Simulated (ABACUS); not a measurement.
Pd:

```
Pd
1.0
     0.00000    1.94650    1.94650
     1.94650    0.00000    1.94650
     1.94650    1.94650    0.00000
Pd
1
Direct
  0.00000 0.00000 0.00000
```

- Program: ABACUS 3.10.1
- Task: relaxation of cell and atoms
- Functional: revPBE
- Potentials or basis: SG15 ONCV 1.2 PBE
- Cutoff: 1116 eV
- Density cutoff: 4463 eV
- Basis: plane waves
- k mesh: 10 × 10 × 10
- Occupations: fermi-dirac, width 0.05 eV
- Spin: no spin polarisation

At the start: pressure 10.4 GPa; volume 14.75 Å³/atom.

Task: How do energy, volume and symmetry change on relaxing?

Result: Over 6 steps the energy falls by 26.3 meV/atom and the volume is 15.62 Å³/atom (+5.9 %); space group Fm-3m (No. 225, to 0.05 Å).

The path:
| step | energy change (eV) | largest force (eV/Å) | pressure (GPa) | volume (Å³) |
| --- | --- | --- | --- | --- |
| 1 | 0.0000 | 0.0000 | 10.39 | 14.75 |
| 2 | 0.0203 | 0.0000 | -10.03 | 16.97 |
| 3 | -0.0263 | 0.0000 | -0.20 | 15.63 |
| 4 | -0.0263 | 0.0000 | -0.21 | 15.63 |
| 5 | -0.0263 | 0.0000 | 0.24 | 15.59 |
| 6 | -0.0263 | 0.0000 | 0.00 | 15.62 |

Final structure:
```yaml
crystal:
  lattice:
    - [0.00000, 1.98383, 1.98383]
    - [1.98383, 0.00000, 1.98383]
    - [1.98383, 1.98383, 0.00000]
  atoms:
    - { symbol: Pd, position: [0.00000, 0.00000, 0.00000] }
```

Caveat: the potentials were made for another functional, which shifts forces and pressure.
